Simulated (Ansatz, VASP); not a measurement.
## Mo in VASP and in Ansatz

```
Mo
1.0
     2.73551    0.00000    0.00000
    -1.36776    2.36902    0.00000
     0.00000    0.00000    2.55518
Mo
1
Cartesian
  0.0000 0.0000 1.2776
```

This isn't the form of Mo at room conditions, which is bcc.

Alike in both runs: task single point; functional PBEsol; k mesh 11 × 11 × 10; occupations methfessel-paxton of order 1, width 0.05 eV; no spin polarisation.

|  | VASP | Ansatz |
| --- | --- | --- |
| version | VASP 6.6.1 | Ansatz 0.2.0 |
| potentials or method | VASP PAW PBE potentials, release 64 (Mo_sv) | plane waves, PAW |
| plane-wave cutoff (eV) | 520 | 420 |
| valence electrons in the cell | 14 | 14 |

```tsv
	VASP	Ansatz	Ansatz less VASP
pressure (GPa)	-3.8	-4.3	-0.51
largest component of the traceless stress (GPa)	9.23	9.33	+0.106
```

With one functional, cell and mesh, what is left measures potentials, basis and numerics.

Caveats: the PAW data sets were made with another functional, which shifts forces and pressure a little (VASP).
